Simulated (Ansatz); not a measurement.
**ZnS: do energies and stresses tell the same story?**

Computed with Ansatz 0.2.0, DFT PBE, scalar-relativistic, plane waves, PAW.

Cutoff 420 eV; k points 12×12×1 on the computed 20-atom cell (Γ-centred); Gaussian smearing, width 0.02 eV; no spin polarisation.

Relaxed cell: P3m1, a = 3.848 Å, b = 3.848 Å, c = 31.449 Å, α = 90.00°, β = 90.00°, γ = 120.00°, 20 atoms in the primitive cell. This form isn't the usual stable structure of the compound.

Energies at zero smearing and pressures from the stress tensor, at volumes with shape and atoms relaxed:
```
V (Å³/atom) E − E(first) (meV/atom) P (GPa)
     17.747                     0.00    11.78
     18.352                   -37.29     8.07
     18.957                   -61.67     4.93
     19.562                   -75.10     2.26
     20.167                   -79.26     0.00
     20.772                   -75.53    -1.92
     21.377                   -65.11    -3.55
     22.184                   -42.52    -5.35
```

Problem. Check P = −dE/dV between neighbouring volumes, and get the bulk modulus from the pressures alone.

Solution. With 1 eV/Å³ = 160.2 GPa:
```csv
middle V (Å³/atom),−ΔE/ΔV (GPa),mean P (GPa)
18.050,9.875,9.927
18.655,6.456,6.499
19.260,3.558,3.595
19.865,1.101,1.131
20.470,-0.988,-0.961
21.075,-2.760,-2.738
21.780,-4.486,-4.454
```

The two differ by 0.05 GPa at most. The mean of two end pressures misses the average over a step by about ΔV² P″/12, up to 0.05 GPa here; with that taken off 0.00 GPa remains. Around V = 20.167 Å³/atom, the two neighbours give B = −V ΔP/ΔV = 20.167 × 4.18 / 1.210 = 69.7 GPa, against B0 = 69.4 GPa from the Birch–Murnaghan fit of the energies.

Cost: 9 runs of about 89 core-minutes in all, on Intel Xeon Processor @ 2.50GHz (Skylake/Cascade Lake) (shared hosts).